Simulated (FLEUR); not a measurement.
# Pd (Fm-3m) in FLEUR: further runs, part 2 of 2

FLEUR MaX-R8.1 (later development tree). Earlier steps stand in the parts before.

## Step 3: Equation of state, LDA (von Barth-Hedin), 13.87 Å³/atom (volume scaled by 0.94)

inp.xml

```xml
<?xml version="1.0" encoding="UTF-8" standalone="no"?>
<fleurInput fleurInputVersion="0.39">
   <comment>
      Pd                                                                                                  
   </comment>
   <calculationSetup>
      <cutoffs Kmax="4.15" Gmax="12.9" GmaxXC="12.9" numbands="0"/>
      <scfLoop itmax="60" minDistance="0.00001" maxIterBroyd="15" imix="Anderson" alpha="0.05" precondParam="0.0" spinf="2.0" sdNocoIR="T"/>
      <coreElectrons ctail="T" frcor="F" kcrel="0" coretail_lmax="0"/>
      <xcFunctional name="bh" relativisticCorrections="F"/>
      <magnetism jspins="1"/>
      <soc l_soc="F" theta="0.0" phi="0.0" spav="F"/>
      <expertModes spex="0" secvar="F"/>
      <geometryOptimization l_f="F" forcealpha="1.0" forcemix="BFGS" epsdisp="0.00001" epsforce="0.00001"/>
      <ldaU l_linMix="F" mixParam="0.05" spinf="1.0"/>
   </calculationSetup>
   <cell>
      <bzIntegration valenceElectrons="18.0" mode="hist" fermiSmearingEnergy="0.00183747">
         <kPointListSelection listName="default-1"/>
         <!-- k-points included here -->
         <xi:include xmlns:xi="http://www.w3.org/2001/XInclude" href="kpts.xml"> </xi:include>
      </bzIntegration>
      <!-- symmetry operations included here -->
      <xi:include xmlns:xi="http://www.w3.org/2001/XInclude" href="sym.xml"> </xi:include>
      <bulkLattice scale="0.9795861087">
         <bravaisMatrix>
            <row-1>    0.0000000000000000     3.6783519015338997     3.6783519015338997</row-1>
            <row-2>    3.6783519015338997     0.0000000000000000     3.6783519015338997</row-2>
            <row-3>    3.6783519015338997     3.6783519015338997     0.0000000000000000</row-3>
         </bravaisMatrix>
      </bulkLattice>
   </cell>
   <atomSpecies>
      <species name="Palladium (Pd)" element="Pd" atomicNumber="46">
         <mtSphere radius="2.36" gridPoints="797" logIncrement="0.016"/>
         <atomicCutoffs lmax="10" lnonsphr="8"/>
         <electronConfig flipSpins="F">
            <coreConfig>(1s1/2) (2s1/2) (2p1/2) (2p3/2) (3s1/2) (3p1/2) (3p3/2) (3d3/2) (3d5/2)</coreConfig>
            <valenceConfig>(4s1/2) (4p1/2) (4p3/2) (5s1/2) (4d3/2) (4d5/2)</valenceConfig>
            <stateOccupation state="(5s1/2)" spinUp="0.500000" spinDown="0.500000"/>
            <stateOccupation state="(4d3/2)" spinUp="1.800000" spinDown="1.800000"/>
            <stateOccupation state="(4d5/2)" spinUp="2.700000" spinDown="2.700000"/>
         </electronConfig>
         <energyParameters s="5" p="5" d="4" f="4"/>
         <lo type="SCLO" l="0" n="4" eDeriv="0"/>
         <lo type="SCLO" l="1" n="4" eDeriv="0"/>
         <lo type="SCLO" l="1" n="4" eDeriv="1"/>
         <lo type="SCLO" l="2" n="4" eDeriv="2"/>
         <lo type="SCLO" l="3" n="4" eDeriv="2"/>
      </species>
   </atomSpecies>
   <atomGroups>
      <atomGroup species="Palladium (Pd)">
         <relPos label="                   1">.0000000000 .0000000000 .0000000000</relPos>
         <force calculate="T" relaxXYZ="TTT"/>
      </atomGroup>
   </atomGroups>
   <output dos="F" band="F" slice="F">
      <checks vchk="F" cdinf="F"/>
      <bandDOS minEnergy="-.5*Htr" maxEnergy="0.5*Htr" sigma="0.015" storeEVData="T"/>
      <vacuumDOS vacdos="F" integ="F" star="F" nstars="0" locx1="0.0" locy1="0.0" locx2="0.0" locy2="0.0" nstm="0" tworkf="0.0"/>
      <unfoldingBand unfoldBand="F" supercellX="1" supercellY="1" supercellZ="1"/>
      <plotting iplot="0" polar="F">
         <plot TwoD="T" vec1="  1.0  0.0  0.0" vec2="  0.0  1.0  0.0" vec3="  0.0  0.0  1.0" zero="  0.0  0.0  0.0" file="plot"/>
      </plotting>
      <chargeDensitySlicing numkpt="0" minEigenval="0.0" maxEigenval="0.0" nnne="0" pallst="F"/>
      <specialOutput eonly="F"/>
      <moessbauerParams electricFieldGradient="T" isomerShift="T" coreHyperfine="T" valenceHyperfine="T"/>
      <magneticCircularDichroism mcd="F" energyLo="-10.0" energyUp="0.0"/>
   </output>
  <!-- We include the file relax.xml here to enable relaxations (see documentation) -->
  <xi:include xmlns:xi="http://www.w3.org/2001/XInclude" href="relax.xml"> <xi:fallback/> </xi:include>
</fleurInput>
```

Potentials or basis: all-electron, FLAPW.

The run is started by

```sh
> inpgen -f crystal.txt -profile fastHighL
> # inp.xml edited to the form shown
> fleur_MPI
```

What it wrote:

```text
Welcome to FLEUR        (www.flapw.de)
      MaX-Release 8.1          (www.max-centre.eu)

 ========== k-point set info ==========
 Selected k-point list: default-1
 k-point list type: mesh
 12 x 12 x 12
 Number of k points: 72

 ------------Calculation Setup---------------------------
 Number of MPI-tasks      :            1
 Number of PE/node        :            1
 Number of OMP-threads    :            1
 Most efficient MPI parallelization for:
           1           2           3           4           6           8           9          12          18          24          36          72
 Additional eigenvalue parallelization possible
 Number of basis functions:          160
 Approximate size of matrices (H+S) per k-point:         0.000 GB
 --------------------------------------------------------
 Iteration:     1   Distance:      15.05737165 me/bohr^3
 Iteration:     2   Distance:      13.01006604 me/bohr^3
 Iteration:     3   Distance:       4.81756841 me/bohr^3
 Iteration:     4   Distance:       2.94172375 me/bohr^3
 Iteration:     5   Distance:       0.87726264 me/bohr^3
 Iteration:     6   Distance:       0.66292813 me/bohr^3
 Iteration:     7   Distance:       0.26759698 me/bohr^3
 Iteration:     8   Distance:       0.00941242 me/bohr^3
 Iteration:     9   Distance:       0.00270678 me/bohr^3
 Iteration:    10   Distance:       0.00092951 me/bohr^3
 Iteration:    11   Distance:       0.00109622 me/bohr^3
 Iteration:    12   Distance:       0.00003824 me/bohr^3
 Iteration:    13   Distance:       0.00000790 me/bohr^3

 ********************************************************************
 Run finished successfully
 Stop message:
   all done
 ********************************************************************
```

out.xml (last iteration):

```text
<iteration numberForCurrentRun="   13" overallNumber="   13">
         <energyParameters units="Htr">
            <atomicEP atomType="1" spin="1" branch="5s" branchLowest="-2.64" branchHighest="2.11" value="0.2932534984"/>
            <atomicEP atomType="1" spin="1" branch="5p" branchLowest="-1.36" branchHighest="2.83" value="0.4263843714"/>
            <atomicEP atomType="1" spin="1" branch="4d" branchLowest="-11.50" branchHighest="0.56" value="0.3313430258"/>
            <atomicEP atomType="1" spin="1" branch="4f" branchLowest="-9.99" branchHighest="2.55" value="0.7219381970"/>
            <loAtomicEP atomType="1" spin="1" branch="4s" branchLowest="-22.85" branchHighest="-2.64" value="-2.6573621988"/>
            <loAtomicEP atomType="1" spin="1" branch="4p" branchLowest="-18.47" branchHighest="-1.36" value="-1.4051698392"/>
            <loAtomicEP atomType="1" spin="1" branch="4p" branchLowest="-18.47" branchHighest="-1.36" value="-1.4051698392"/>
            <loAtomicEP atomType="1" spin="1" branch="4d" branchLowest="-11.50" branchHighest="0.56" value="0.3262799559"/>
            <loAtomicEP atomType="1" spin="1" branch="4f" branchLowest="-9.99" branchHighest="2.55" value="0.7219394939"/>
         </energyParameters>
         <eigenvalues>
            <eigenvaluesAt spin="1" ikpt="1" k_x="0.00000000" k_y="0.00000000" k_z="0.00000000">
                      -2.6600266596       -1.3924864423       -1.3924864423       -1.3924864423        0.1480974926
                       0.3163627899        0.3163627899        0.3163627899        0.3832849169        0.3832849169
                       1.0567604112        1.2401800590        1.2401800590        1.2401800590        1.4613920678
            </eigenvaluesAt>
            <eigenvaluesAt spin="1" ikpt="2" k_x="0.00000000" k_y="0.00000000" k_z="0.08333333">
                      -2.6598480010       -1.3937974206       -1.3926695915       -1.3926695915        0.1578472292
                       0.3127945795        0.3198168972        0.3198168972        0.3816278943        0.3816278943
                       1.0680240968        1.1890954900        1.2525694597        1.2525694597        1.4916784884
            </eigenvaluesAt>
            <eigenvaluesAt spin="1" ikpt="3" k_x="0.00000000" k_y="0.00000000" k_z="0.16666667">
[... 34 lines left out ...]
         </allElectronCharges>
         <moessbauerParams unitsHFF="kG" unitsIS="e/bohr^3" unitsEFG="Htr/bohr^2">
            <coreIsomerShift atomType="1" isTotal="133745.65256">
               <shell n="1" l="0" isomerShift="117584.13919"/>
               <shell n="2" l="0" isomerShift="13348.99740"/>
               <shell n="2" l="1" isomerShift="266.02303"/>
               <shell n="3" l="0" isomerShift="2493.33065"/>
               <shell n="3" l="1" isomerShift="53.16227"/>
               <shell n="3" l="2" isomerShift="0.00001"/>
            </coreIsomerShift>
            <isomerShift atomType="1" nucleusRadius="0.0001119" averageDensity="134235.73400"/>
            <electricFieldGradient atomType="1" VXX="0.00000" VYY="0.00000" VZZ="0.00000" asymParam="0.00000">
            </electricFieldGradient>
         </moessbauerParams>
         <totalEnergy                                    value="    -5043.1035999585" units="Htr">
            <sumOfEigenvalues                            value="    -3006.5463159775">
               <coreElectrons value="-2996.0876748343"/>
               <valenceElectrons value="-10.4586411432"/>
            </sumOfEigenvalues>
            <densityCoulombPotentialIntegral value="-8085.6342820511"/>
            <densityEffectivePotentialIntegral value="-8271.2504668309"/>
            <chargeDenXCDenIntegral value="-140.2106516158"/>
            <FockExchangeEnergyValence value="0.0000000000"/>
            <FockExchangeEnergyCore value="0.0000000000"/>
            <atomTypeDependentContributions atomType="1">
               <electronNucleiInteractionDifferentMTs value="6100.2120342028"/>
               <MadelungTerm value="-24.5679239678"/>
            </atomTypeDependentContributions>
            <tkbTimesEntropy value="0.0006550045"/>
            <freeEnergy value="-5043.1042549630"/>
            <extrapolationTo0K value="-5043.1039274608"/>
         </totalEnergy>
         <densityConvergence units="me/bohr^3">
            <chargeDensity spin="1" distance="0.0000078984"/>
         </densityConvergence>
      </iteration>
```

It took 8.4 s on 1 thread of Arm Neoverse V1, shared host; peak memory 0.08 GiB.

What came out:

- Free energy: -137229.8578 eV
- Band gap on the k mesh: none (metal or under the smearing width)
- Valence electrons inside the program's atomic spheres: Pd 16.53 (radii Pd 2.36 bohr)

## Step 4: Equation of state, LDA (von Barth-Hedin), 14.16 Å³/atom (volume scaled by 0.96)

inp.xml, as its differences from that of step 3:

```diff
@@ -24,3 +24,3 @@
       <xi:include xmlns:xi="http://www.w3.org/2001/XInclude" href="sym.xml"> </xi:include>
-      <bulkLattice scale="0.9795861087">
+      <bulkLattice scale="0.9864848297">
          <bravaisMatrix>
```

The run is started by

```sh
> inpgen -f crystal.txt -profile fastHighL
> # inp.xml edited to the form shown
> fleur_MPI
```

Run time: 8.6 s. Hardware: 1 thread of Arm Neoverse V1, shared host; peak memory 0.09 GiB.

It converged, with:

```yaml
Free_energy: -137229.8597 eV
Band_gap_on_the_k_mesh: none (metal or under the smearing width)
Valence_electrons_inside_the_program's_atomic_spheres: Pd 16.50 (radii Pd 2.36 bohr)
```

## Step 5: Equation of state, LDA (von Barth-Hedin), 14.75 Å³/atom

inp.xml, as its differences from that of step 4:

```diff
@@ -24,3 +24,3 @@
       <xi:include xmlns:xi="http://www.w3.org/2001/XInclude" href="sym.xml"> </xi:include>
-      <bulkLattice scale="0.9864848297">
+      <bulkLattice scale="1.0000000000">
          <bravaisMatrix>
```

The run is started by

```sh
> inpgen -f crystal.txt -profile fastHighL
> # inp.xml edited to the form shown
> fleur_MPI
```

It took 9.7 s on 1 thread of Arm Neoverse V1, shared host; peak memory 0.09 GiB.

It converged, with:

```
Free energy                                           : -137229.8383 eV
Band gap on the k mesh                                : none (metal or under the smearing width)
Valence electrons inside the program's atomic spheres : Pd 16.45 (radii Pd 2.36 bohr)
```

## Step 6: Equation of state, LDA (von Barth-Hedin), 15.34 Å³/atom (volume scaled by 1.04)

inp.xml, as its differences from that of step 5:

```diff
@@ -24,3 +24,3 @@
       <xi:include xmlns:xi="http://www.w3.org/2001/XInclude" href="sym.xml"> </xi:include>
-      <bulkLattice scale="1.0000000000">
+      <bulkLattice scale="1.0131594038">
          <bravaisMatrix>
```

Potentials or basis: all-electron, FLAPW.

The run is started by

```sh
> inpgen -f crystal.txt -profile fastHighL
> # inp.xml edited to the form shown
> fleur_MPI
```

Wall time 9.6 s (1 thread of Arm Neoverse V1, shared host); peak memory 0.09 GiB.

Results (log left out):

```yaml
Free_energy: -137229.7905 eV
Band_gap_on_the_k_mesh: none (metal or under the smearing width)
Valence_electrons_inside_the_program's_atomic_spheres: Pd 16.41 (radii Pd 2.36 bohr)
```

## Step 7: Equation of state, LDA (von Barth-Hedin), 15.64 Å³/atom (volume scaled by 1.06)

inp.xml, as its differences from that of step 6:

```diff
@@ -24,3 +24,3 @@
       <xi:include xmlns:xi="http://www.w3.org/2001/XInclude" href="sym.xml"> </xi:include>
-      <bulkLattice scale="1.0131594038">
+      <bulkLattice scale="1.0196128224">
          <bravaisMatrix>
```

The run is started by

```sh
> inpgen -f crystal.txt -profile fastHighL
> # inp.xml edited to the form shown
> fleur_MPI
```

Wall time 9.7 s (1 thread of Arm Neoverse V1, shared host); peak memory 0.09 GiB.

It converged, with:

| Item | Value |
| --- | --- |
| Free energy | -137229.7588 eV |
| Band gap on the k mesh | none (metal or under the smearing width) |
| Valence electrons inside the program's atomic spheres | Pd 16.39 (radii Pd 2.36 bohr) |

## Step 8: Equation of state, LDA (von Barth-Hedin)

No new run: the results of the series are fitted here.

What came out:

| Quantity | Value |
| --- | --- |
| Equilibrium volume | 14.07 Å³/atom |
| Bulk modulus | 237 GPa |
| Pressure derivative of the bulk modulus | 5.8 (rough: it moves with the points fitted) |

Energy against volume, from the lowest point:
| volume (Å³/atom) | energy (meV/atom) |
| --- | --- |
| 13.865 | 1.90 |
| 14.160 | 0.00 |
| 14.750 | 21.41 |
| 15.340 | 69.15 |
| 15.635 | 100.83 |
